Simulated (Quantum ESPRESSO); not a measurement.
# HgTe (I-4m2) in Quantum ESPRESSO: settings compared, part 2 of 3

Quantum ESPRESSO 7.5. Earlier steps stand in the parts before.

## 3. Phonons, PBE

pw.in

```
&CONTROL
  calculation = 'scf'
  prefix = 'pwscf'
  outdir = './tmp'
  pseudo_dir = './pseudo'
  tprnfor = .true.
  tstress = .true.
  disk_io = 'low'
/
&SYSTEM
  ibrav = 0
  celldm(1) = 8
  nat = 2
  ntyp = 2
  ecutwfc = 45
  ecutrho = 360
  nbnd = 15
  occupations = 'smearing'
  smearing = 'mv'
  degauss = 0.01469973
/
&ELECTRONS
  conv_thr = 4d-10
  electron_maxstep = 120
  mixing_beta = 0.5
/
ATOMIC_SPECIES
Hg   200.5920 hg_pbe_v1.uspp.F.UPF
Te   127.6000 te_pbe_v1.uspp.F.UPF
CELL_PARAMETERS alat
 -0.7194194442923   0.7194194442923   0.3683572270003
  0.7194194442923  -0.7194194442923   0.3683572270003
  0.7194194442923   0.7194194442923  -0.3683572270003
ATOMIC_POSITIONS crystal
Hg     0.7500000000    0.2500000000    0.5000000000
Te     0.0000000000    0.0000000000    0.0000000000
K_POINTS automatic
10 10 10 0 0 0
```

relax.in

```
&CONTROL
  calculation = 'vc-relax'
  prefix = 'pwscf'
  outdir = './tmp'
  pseudo_dir = './pseudo'
  tprnfor = .true.
  tstress = .true.
  disk_io = 'low'
  nstep = 40
  forc_conv_thr = 0.0001
  etot_conv_thr = 1d-06
/
&SYSTEM
  ibrav = 0
  celldm(1) = 8
  nat = 2
  ntyp = 2
  ecutwfc = 45
  ecutrho = 360
  nbnd = 15
  occupations = 'smearing'
  smearing = 'mv'
  degauss = 0.01469973
/
&ELECTRONS
  conv_thr = 4d-10
  electron_maxstep = 120
  mixing_beta = 0.5
/
&IONS
  ion_dynamics = 'bfgs'
/
&CELL
  cell_dynamics = 'bfgs'
  press = 0
  press_conv_thr = 0.2
/
ATOMIC_SPECIES
Hg   200.5920 hg_pbe_v1.uspp.F.UPF
Te   127.6000 te_pbe_v1.uspp.F.UPF
CELL_PARAMETERS alat
 -0.7194194442923   0.7194194442923   0.3683572270003
  0.7194194442923  -0.7194194442923   0.3683572270003
  0.7194194442923   0.7194194442923  -0.3683572270003
ATOMIC_POSITIONS crystal
Hg     0.7500000000    0.2500000000    0.5000000000
Te     0.0000000000    0.0000000000    0.0000000000
K_POINTS automatic
10 10 10 0 0 0
```

scf2.in

```
&CONTROL
  calculation = 'scf'
  prefix = 'pwscf'
  outdir = './tmp'
  pseudo_dir = './pseudo'
  tprnfor = .true.
  tstress = .true.
  disk_io = 'low'
/
&SYSTEM
  ibrav = 0
  celldm(1) = 8
  nat = 2
  ntyp = 2
  ecutwfc = 45
  ecutrho = 360
  nbnd = 15
  occupations = 'smearing'
  smearing = 'mv'
  degauss = 0.01469973
/
&ELECTRONS
  conv_thr = 1d-13
  electron_maxstep = 120
  mixing_beta = 0.5
  startingpot = 'file'
  startingwfc = 'file'
/
ATOMIC_SPECIES
Hg   200.5920 hg_pbe_v1.uspp.F.UPF
Te   127.6000 te_pbe_v1.uspp.F.UPF
CELL_PARAMETERS alat
 -0.6992091239268   0.6992091239268   0.3859363124340
  0.6992091239268  -0.6992091239268   0.3859363124340
  0.6992091239268   0.6992091239268  -0.3859363124340
ATOMIC_POSITIONS crystal
Hg     0.7500000000    0.2500000000    0.5000000000
Te     0.0000000000    0.0000000000    0.0000000000
K_POINTS automatic
10 10 10 0 0 0
```

ph.in

```
phonons of HgTe
&INPUTPH
  prefix = 'pwscf'
  outdir = './tmp'
  tr2_ph = 1d-18
  fildyn = 'dyn'
  niter_ph = 90
  alpha_mix(1) = 0.4
/
0.0000000000 0.0000000000 0.0000000000
```

dynmat.in

```
&INPUT
  fildyn = 'dyn'
  asr = 'crystal'
  filout = 'dynmat.disp'
  fileig = 'dynmat.eig'
/
```

Potentials or basis: GBRV 1.5 PBE.

The run is started by

```
OMP_NUM_THREADS=1 pw.x -in pw.in > pw.out
OMP_NUM_THREADS=1 pw.x -in relax.in > relax.out
OMP_NUM_THREADS=1 pw.x -in scf2.in > scf2.out
OMP_NUM_THREADS=1 ph.x -in ph.in > ph.out
OMP_NUM_THREADS=1 dynmat.x -in dynmat.in > dynmat.out
```

pw.out:

```text
This program is part of the open-source Quantum ESPRESSO suite
     for quantum simulation of materials; please cite
[... 9 lines left out ...]
     --------------------
     sticks:   dense  smooth     PW     G-vecs:    dense   smooth      PW
     Sum        1373     687    251                44989    15953    3411

     Using Slab Decomposition

     bravais-lattice index     =            0
     lattice parameter (alat)  =       8.0000  a.u.
     unit-cell volume          =     390.4483 (a.u.)^3
     number of atoms/cell      =            2
     number of atomic types    =            2
     number of electrons       =        18.00
     number of Kohn-Sham states=           15
     kinetic-energy cutoff     =      45.0000  Ry
     charge density cutoff     =     360.0000  Ry
     scf convergence threshold =      4.0E-10
     mixing beta               =       0.5000
     number of iterations used =            8  plain     mixing
     Exchange-correlation= SLA  PW   PBE  PBE
                           (   1   4   3   4   0   0   0)

     celldm(1)=   8.000000  celldm(2)=   0.000000  celldm(3)=   0.000000
     celldm(4)=   0.000000  celldm(5)=   0.000000  celldm(6)=   0.000000

     crystal axes: (cart. coord. in units of alat)
               a(1) = (  -0.719419   0.719419   0.368357 )
               a(2) = (   0.719419  -0.719419   0.368357 )
               a(3) = (   0.719419   0.719419  -0.368357 )

     reciprocal axes: (cart. coord. in units 2 pi/alat)
               b(1) = (  0.000000  0.695005  1.357378 )
               b(2) = (  0.695005  0.000000  1.357378 )
               b(3) = (  0.695005  0.695005  0.000000 )

     PseudoPot. # 1 for Hg read from file:
[... 36 lines left out ...]
         2        Te     tau(   2) = (   0.0000000   0.0000000   0.0000000  )

     number of k points=   102  Marzari-Vanderbilt smearing, width (Ry)=  0.0147

     Number of k-points >= 100: set verbosity='high' to print them.

     Dense  grid:    44989 G-vectors     FFT dimensions: (  54,  54,  54)

     Smooth grid:    15953 G-vectors     FFT dimensions: (  40,  40,  40)

     Initial potential from superposition of free atoms

     starting charge      17.9997, renormalised to      18.0000
     Starting wfcs are   13 randomized atomic wfcs +    2 random wfcs

     Self-consistent Calculation

     iteration #  1     ecut=    45.00 Ry     beta= 0.50
     Davidson diagonalization with overlap
     ethr =  1.00E-02,  avg # of iterations =  5.0

     Threshold (ethr) on eigenvalues was too large:
     Diagonalizing with lowered threshold

     Davidson diagonalization with overlap
     ethr =  2.60E-04,  avg # of iterations =  3.0

     total energy              =    -134.25581976 Ry
     estimated scf accuracy    <       0.04533824 Ry
[... 50 lines left out ...]
     iteration #  9     ecut=    45.00 Ry     beta= 0.50
     Davidson diagonalization with overlap
     ethr =  2.45E-11,  avg # of iterations =  2.0

     End of self-consistent calculation

     Number of k-points >= 100: set verbosity='high' to print the bands.

     the Fermi energy is     7.9768 ev

!    total energy              =    -134.27211581 Ry
     estimated scf accuracy    <          2.0E-11 Ry
     smearing contrib. (-TS)   =      -0.00021870 Ry
     internal energy E=F+TS    =    -134.27189712 Ry

     The total energy is F=E-TS. E is the sum of the following terms:
     one-electron contribution =     -20.82898469 Ry
     hartree contribution      =      24.38050049 Ry
     xc contribution           =     -53.44014204 Ry
     ewald contribution        =     -84.38327088 Ry

     convergence has been achieved in   9 iterations

     Forces acting on atoms (cartesian axes, Ry/au):

     atom    1 type  1   force =     0.00000000    0.00000000    0.00000000
     atom    2 type  2   force =     0.00000000    0.00000000    0.00000000

     Total force =     0.000000     Total SCF correction =     0.000000

     Computing stress (Cartesian axis) and pressure

          total   stress  (Ry/bohr**3)                   (kbar)     P=       -0.49
  -0.00011066  -0.00000000  -0.00000000          -16.28       -0.00       -0.00
  -0.00000000  -0.00011066   0.00000000           -0.00      -16.28        0.00
  -0.00000000   0.00000000   0.00021131           -0.00        0.00       31.09

=------------------------------------------------------------------------------=
   JOB DONE.
=------------------------------------------------------------------------------=
```

scf2.out:

```text
This program is part of the open-source Quantum ESPRESSO suite
     for quantum simulation of materials; please cite
[... 9 lines left out ...]
     --------------------
     sticks:   dense  smooth     PW     G-vecs:    dense   smooth      PW
     Sum        1401     701    247                44583    15729    3363
[... 137 lines left out ...]
  -0.00000023  -0.00000000  -0.00000000           -0.03       -0.00       -0.00
  -0.00000000  -0.00000023  -0.00000000           -0.00       -0.03       -0.00
   0.00000000  -0.00000000  -0.00000094            0.00       -0.00       -0.14

=------------------------------------------------------------------------------=
   JOB DONE.
=------------------------------------------------------------------------------=
```

It took 21 min on 1 thread of Arm Neoverse V2, shared host; peak memory 0.24 GiB.

What came out:

- Free energy: -1826.9159 eV
- Relaxed volume: 28.63 Å³/atom
- Relaxed cell: a = 4.494 Å, b = 4.494 Å, c = 4.494 Å, α = 97.60°, β = 97.60°, γ = 137.36°
- Space group after relaxing (to 0.05 Å): I-4m2 (No. 119)
- Pressure after relaxing: 0.0 GPa
- Band gap on the k mesh: none (metal or under the smearing width)
- Highest phonon frequency at Γ: 85 cm⁻¹

Step by step:
```
step  energy change (eV)  largest force (eV/Å)  pressure (GPa)  volume (Å³)
   1              0.0000                0.0000           -0.05        57.86
   2             -0.0091                0.0000           -0.12        57.84
   3             -0.0219                0.0000           -0.20        57.80
   4             -0.0380                0.0000           -0.24        57.67
   5             -0.0502                0.0000           -0.10        57.37
   6             -0.0508                0.0000           -0.02        57.27
   7             -0.0508                0.0000           -0.01        57.26
```

Final structure:
```
Hg Te
1.0
    -2.96004    2.96004    1.63383
     2.96004   -2.96004    1.63383
     2.96004    2.96004   -1.63383
Hg Te
1 1
Direct
  0.75000 0.25000 0.50000
  0.00000 0.00000 0.00000
```

Phonon frequencies in cm⁻¹ (negative: imaginary):
```
              q point      frequencies
(0.000, 0.000, 0.000)  -18 0 0 0 85 85
```

Optical modes at Γ, degenerate ones joined:
| cm⁻¹ | components | symmetry | active in |
| --- | --- | --- | --- |
| 18i | 1 | B2 | IR and Raman |
| 85 | 2 | E | IR and Raman |

Caveat: some modes are imaginary. The run has no spin-orbit coupling, so splittings on Hg, Te are missing.

## 4. Phonons, LDA

Changes to pw.in since step 3:

```diff
@@ -18,4 +18,4 @@
   occupations = 'smearing'
-  smearing = 'mv'
-  degauss = 0.01469973
+  smearing = 'gaussian'
+  degauss = 0.01999163
 /
@@ -27,4 +27,4 @@
 ATOMIC_SPECIES
-Hg   200.5920 hg_pbe_v1.uspp.F.UPF
-Te   127.6000 te_pbe_v1.uspp.F.UPF
+Hg   200.5920 hg_lda_v1.uspp.F.UPF
+Te   127.6000 te_lda_v1.uspp.F.UPF
 CELL_PARAMETERS alat
```

Changes to relax.in since step 3:

```diff
@@ -21,4 +21,4 @@
   occupations = 'smearing'
-  smearing = 'mv'
-  degauss = 0.01469973
+  smearing = 'gaussian'
+  degauss = 0.01999163
 /
@@ -38,4 +38,4 @@
 ATOMIC_SPECIES
-Hg   200.5920 hg_pbe_v1.uspp.F.UPF
-Te   127.6000 te_pbe_v1.uspp.F.UPF
+Hg   200.5920 hg_lda_v1.uspp.F.UPF
+Te   127.6000 te_lda_v1.uspp.F.UPF
 CELL_PARAMETERS alat
```

Changes to scf2.in since step 3:

```diff
@@ -18,4 +18,4 @@
   occupations = 'smearing'
-  smearing = 'mv'
-  degauss = 0.01469973
+  smearing = 'gaussian'
+  degauss = 0.01999163
 /
@@ -29,8 +29,8 @@
 ATOMIC_SPECIES
-Hg   200.5920 hg_pbe_v1.uspp.F.UPF
-Te   127.6000 te_pbe_v1.uspp.F.UPF
+Hg   200.5920 hg_lda_v1.uspp.F.UPF
+Te   127.6000 te_lda_v1.uspp.F.UPF
 CELL_PARAMETERS alat
- -0.6992091239268   0.6992091239268   0.3859363124340
-  0.6992091239268  -0.6992091239268   0.3859363124340
-  0.6992091239268   0.6992091239268  -0.3859363124340
+ -0.6762261265501   0.6762261265501   0.3729069166183
+  0.6762261265501  -0.6762261265501   0.3729069166183
+  0.6762261265501   0.6762261265501  -0.3729069166183
 ATOMIC_POSITIONS crystal
```

ph.in is that of step 3.

dynmat.in is that of step 3.

Potentials or basis: GBRV 1.5 LDA.

The run is started by

```
OMP_NUM_THREADS=1 pw.x -in pw.in > pw.out
OMP_NUM_THREADS=1 pw.x -in relax.in > relax.out
OMP_NUM_THREADS=1 pw.x -in scf2.in > scf2.out
OMP_NUM_THREADS=1 ph.x -in ph.in > ph.out
OMP_NUM_THREADS=1 dynmat.x -in dynmat.in > dynmat.out
```

pw.out:

```text
This program is part of the open-source Quantum ESPRESSO suite
     for quantum simulation of materials; please cite
[... 9 lines left out ...]
     --------------------
     sticks:   dense  smooth     PW     G-vecs:    dense   smooth      PW
     Sum        1373     687    251                44989    15953    3411

     Using Slab Decomposition

     bravais-lattice index     =            0
     lattice parameter (alat)  =       8.0000  a.u.
     unit-cell volume          =     390.4483 (a.u.)^3
     number of atoms/cell      =            2
     number of atomic types    =            2
     number of electrons       =        18.00
     number of Kohn-Sham states=           15
     kinetic-energy cutoff     =      45.0000  Ry
     charge density cutoff     =     360.0000  Ry
     scf convergence threshold =      4.0E-10
     mixing beta               =       0.5000
     number of iterations used =            8  plain     mixing
     Exchange-correlation= SLA  PZ   NOGX NOGC
                           (   1   1   0   0   0   0   0)

     celldm(1)=   8.000000  celldm(2)=   0.000000  celldm(3)=   0.000000
     celldm(4)=   0.000000  celldm(5)=   0.000000  celldm(6)=   0.000000

     crystal axes: (cart. coord. in units of alat)
               a(1) = (  -0.719419   0.719419   0.368357 )
               a(2) = (   0.719419  -0.719419   0.368357 )
               a(3) = (   0.719419   0.719419  -0.368357 )

     reciprocal axes: (cart. coord. in units 2 pi/alat)
               b(1) = (  0.000000  0.695005  1.357378 )
               b(2) = (  0.695005  0.000000  1.357378 )
               b(3) = (  0.695005  0.695005  0.000000 )

     PseudoPot. # 1 for Hg read from file:
     hg_lda_v1.uspp.F.UPF
     Pseudo is Ultrasoft + core correction, Zval = 12.0
     Generated by new atomic code, or converted to UPF format
     Using radial grid of  985 points,  6 beta functions with:
                l(1) =   0
                l(2) =   0
                l(3) =   1
                l(4) =   1
                l(5) =   2
                l(6) =   2
     Q(r) pseudized with  8 coefficients,  rinner =    2.000   2.000   2.000
                                                       2.000   2.000

     PseudoPot. # 2 for Te read from file:
     te_lda_v1.uspp.F.UPF
     Pseudo is Ultrasoft + core correction, Zval =  6.0
     Generated by new atomic code, or converted to UPF format
     Using radial grid of  891 points,  5 beta functions with:
                l(1) =   0
                l(2) =   0
                l(3) =   1
                l(4) =   1
                l(5) =   2
     Q(r) pseudized with  6 coefficients,  rinner =    1.800   1.800   1.800
                                                       1.800   1.800

     atomic species   valence    mass     pseudopotential
     Hg               12.00   200.59200     Hg( 1.00)
     Te                6.00   127.60000     Te( 1.00)

      8 Sym. Ops. (no inversion) found

   Cartesian axes

     site n.     atom                  positions (alat units)
         1        Hg     tau(   1) = (   0.0000000   0.7194194   0.1841786  )
         2        Te     tau(   2) = (   0.0000000   0.0000000   0.0000000  )

     number of k points=   102  Gaussian smearing, width (Ry)=  0.0200

     Number of k-points >= 100: set verbosity='high' to print them.

     Dense  grid:    44989 G-vectors     FFT dimensions: (  54,  54,  54)

     Smooth grid:    15953 G-vectors     FFT dimensions: (  40,  40,  40)

     Initial potential from superposition of free atoms

     starting charge      17.9998, renormalised to      18.0000
     Starting wfcs are   13 randomized atomic wfcs +    2 random wfcs

     Self-consistent Calculation

     iteration #  1     ecut=    45.00 Ry     beta= 0.50
     Davidson diagonalization with overlap
     ethr =  1.00E-02,  avg # of iterations =  5.0

     Threshold (ethr) on eigenvalues was too large:
     Diagonalizing with lowered threshold

     Davidson diagonalization with overlap
     ethr =  2.38E-04,  avg # of iterations =  3.2

     total energy              =    -134.03477377 Ry
     estimated scf accuracy    <       0.04101624 Ry

     iteration #  2     ecut=    45.00 Ry     beta= 0.50
     Davidson diagonalization with overlap
     ethr =  2.28E-04,  avg # of iterations =  2.0

     total energy              =    -134.04594341 Ry
     estimated scf accuracy    <       0.01944869 Ry

     iteration #  3     ecut=    45.00 Ry     beta= 0.50
     Davidson diagonalization with overlap
     ethr =  1.08E-04,  avg # of iterations =  1.9

     total energy              =    -134.04936988 Ry
     estimated scf accuracy    <       0.00052273 Ry

     iteration #  4     ecut=    45.00 Ry     beta= 0.50
     Davidson diagonalization with overlap
     c_bands:  1 eigenvalues not converged
     ethr =  2.90E-06,  avg # of iterations =  6.9

     total energy              =    -134.04945116 Ry
     estimated scf accuracy    <       0.00003325 Ry

     iteration #  5     ecut=    45.00 Ry     beta= 0.50
     Davidson diagonalization with overlap
     ethr =  1.85E-07,  avg # of iterations =  3.5

     total energy              =    -134.04946526 Ry
     estimated scf accuracy    <       0.00000240 Ry

     iteration #  6     ecut=    45.00 Ry     beta= 0.50
     Davidson diagonalization with overlap
     ethr =  1.33E-08,  avg # of iterations =  3.1

     total energy              =    -134.04946567 Ry
     estimated scf accuracy    <       0.00000033 Ry

     iteration #  7     ecut=    45.00 Ry     beta= 0.50
     Davidson diagonalization with overlap
     ethr =  1.83E-09,  avg # of iterations =  2.6

     total energy              =    -134.04946576 Ry
     estimated scf accuracy    <       0.00000002 Ry

     iteration #  8     ecut=    45.00 Ry     beta= 0.50
     Davidson diagonalization with overlap
     ethr =  1.24E-10,  avg # of iterations =  3.5

     total energy              =    -134.04946577 Ry
     estimated scf accuracy    <          5.5E-09 Ry

     iteration #  9     ecut=    45.00 Ry     beta= 0.50
     Davidson diagonalization with overlap
     ethr =  3.05E-11,  avg # of iterations =  2.0

     End of self-consistent calculation

     Number of k-points >= 100: set verbosity='high' to print the bands.

     the Fermi energy is     7.5784 ev

!    total energy              =    -134.04946577 Ry
     estimated scf accuracy    <          3.0E-11 Ry
     smearing contrib. (-TS)   =      -0.00300010 Ry
     internal energy E=F+TS    =    -134.04646567 Ry

     The total energy is F=E-TS. E is the sum of the following terms:
     one-electron contribution =     -20.99155736 Ry
     hartree contribution      =      24.29284410 Ry
     xc contribution           =     -52.96448154 Ry
     ewald contribution        =     -84.38327088 Ry

     convergence has been achieved in   9 iterations

     Forces acting on atoms (cartesian axes, Ry/au):

     atom    1 type  1   force =     0.00000000    0.00000000    0.00000000
     atom    2 type  2   force =     0.00000000    0.00000000    0.00000000

     Total force =     0.000000     Total SCF correction =     0.000000

     Computing stress (Cartesian axis) and pressure

          total   stress  (Ry/bohr**3)                   (kbar)     P=      -48.44
  -0.00041060   0.00000000   0.00000000          -60.40        0.00        0.00
   0.00000000  -0.00041060  -0.00000000            0.00      -60.40       -0.00
  -0.00000000  -0.00000000  -0.00016666           -0.00       -0.00      -24.52

=------------------------------------------------------------------------------=
   JOB DONE.
=------------------------------------------------------------------------------=
```

It took 19 min on 1 thread of Arm Neoverse V2, shared host; peak memory 0.24 GiB.

Results:

| Property | Result |
| --- | --- |
| Free energy | -1823.9856 eV |
| Relaxed volume | 25.88 Å³/atom |
| Relaxed cell | a = 4.345 Å, b = 4.345 Å, c = 4.345 Å, α = 97.58°, β = 97.58°, γ = 137.39° |
| Space group after relaxing (to 0.05 Å) | I-4m2 (No. 119) |
| Pressure after relaxing | 0.0 GPa |
| Band gap on the k mesh | none (metal or under the smearing width) |
| Highest phonon frequency at Γ | 104 cm⁻¹ |

The path:
| step | energy change (eV) | largest force (eV/Å) | pressure (GPa) | volume (Å³) |
| --- | --- | --- | --- | --- |
| 1 | 0.0000 | 0.0000 | -4.84 | 57.86 |
| 2 | -0.0446 | 0.0000 | -4.02 | 56.44 |
| 3 | -0.0961 | 0.0000 | -2.59 | 54.46 |
| 4 | -0.1370 | 0.0000 | 0.03 | 51.77 |
| 5 | -0.1423 | 0.0000 | 0.99 | 50.97 |
| 6 | -0.1458 | 0.0000 | 0.89 | 51.04 |
| 7 | -0.1493 | 0.0000 | 0.43 | 51.40 |
| 8 | -0.1503 | 0.0000 | 0.03 | 51.73 |
| 9 | -0.1503 | 0.0000 | 0.00 | 51.75 |

Final structure:
```
Hg Te
1.0
    -2.86275    2.86275    1.57867
     2.86275   -2.86275    1.57867
     2.86275    2.86275   -1.57867
Hg Te
1 1
Direct
  0.75000 0.25000 0.50000
  0.00000 0.00000 0.00000
```

Phonon frequencies in cm⁻¹ (negative: imaginary):
```csv
q point,frequencies
"(0.000, 0.000, 0.000)",-5 -5 -4 21 104 104
```

Optical modes at Γ, degenerate ones joined:
| cm⁻¹ | components | symmetry | active in |
| --- | --- | --- | --- |
| 21 | 1 | B2 | IR and Raman |
| 104 | 2 | E | IR and Raman |

Spin-orbit coupling is left out, which matters for the levels of Hg, Te.

[end of part 2 of 3]
